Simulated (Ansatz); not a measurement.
# SrO: the cost of one run

Computed with Ansatz 0.2.0 (DFT r2SCAN, scalar-relativistic, plane waves, PAW).

### Step 1. The structure to begin with

The structure is trigonal, space group R3m (No. 160). Conventional cell: a = 3.593 Å, b = 3.593 Å, c = 18.751 Å, α = 90.00°, β = 90.00°, γ = 120.00°. Sr (site symmetry 3m) is surrounded by 6 O at 2.59 to 2.63 Å. Around Sr (site symmetry 3m) lie 6 O at 2.58 to 2.59 Å. O (site symmetry 3m) has 6 Sr at 2.58 to 2.59 Å as nearest neighbours. O (site symmetry 3m) is surrounded by 6 Sr at 2.59 to 2.63 Å.

Coordinates:

```
CELL_PARAMETERS angstrom
1.79634 1.03712 6.25041
-1.79634 1.03712 6.25041
0.00000 -2.07424 6.25041
ATOMIC_POSITIONS crystal
Sr 0.12447 0.12447 0.12447
Sr 0.95529 0.95529 0.95529
O 0.54048 0.54048 0.54048
O 0.37162 0.37162 0.37162
```

The cell was relaxed beforehand at this level, from a generated guess; it needn't be the stable form of this composition. At a tolerance of 0.02 Å it has space group R3m (No. 160); it has 17.47 Å³/atom, an uncorrected energy of -2.61 eV/atom over the elements and, on its mesh, gap 3.33 eV.

### Step 2. The same geometry with r2SCAN

File input.yaml:

```yaml
crystal:
  lattice:
    - [1.7963443317, 1.0371198835, 6.2504139946]
    - [-1.7963443317, 1.0371198835, 6.2504139946]
    - [0.0, -2.0742397669, 6.2504139946]
  atoms:
    - { symbol: Sr, position: [0.1244731557, 0.1244731557, 0.1244731557] }
    - { symbol: Sr, position: [0.9552864318, 0.9552864318, 0.9552864318] }
    - { symbol: O, position: [0.5404846568, 0.5404846568, 0.5404846568] }
    - { symbol: O, position: [0.3716172475, 0.3716172475, 0.3716172475] }
basis:
  ecutwfc: 500
kpoints:
  mp_grid: { grid: [6, 6, 6] }
  band_path:
    path:
      - [[0.0, 0.0, 0.0], [-0.5, -0.5, -0.5], [-0.5, -0.18502144, -0.81497856]]
      - [[-0.18502144, 0.18502144, -0.5], [0.0, 0.0, -0.5], [0.0, 0.0, 0.0], [0.0, 0.34251072, -0.34251072]]
      - [[-0.34251072, 0.0, -0.65748928], [-0.5, 0.0, -0.5], [0.0, 0.0, 0.0]]
    npoints: 14
hamiltonian:
  xc: r2scan
scf:
  occupations: { method: gaussian, width: 0.02 }
  n_extra_bands: 10
output:
  forces: true
  stress: true
  eigenvalues: true
  populations: true
  dos: { projected: true, de: 0.02, nscf_kmesh: { grid: [9, 9, 9] } }
  bader: true
  write_density: true
  write_potential: true
  elf: true
  volumetric_format: npy
```

Launch:

```bash
$ ansatz run input.yaml --threads 1 --pin off --max-ram 2560MiB --backend cpu --events-out ev --progress --plain --runs-dir out
```

What time and memory should one allow on 1 thread of Arm Neoverse V2, shared host?

About 67 s, with a peak of 0.49 GiB.
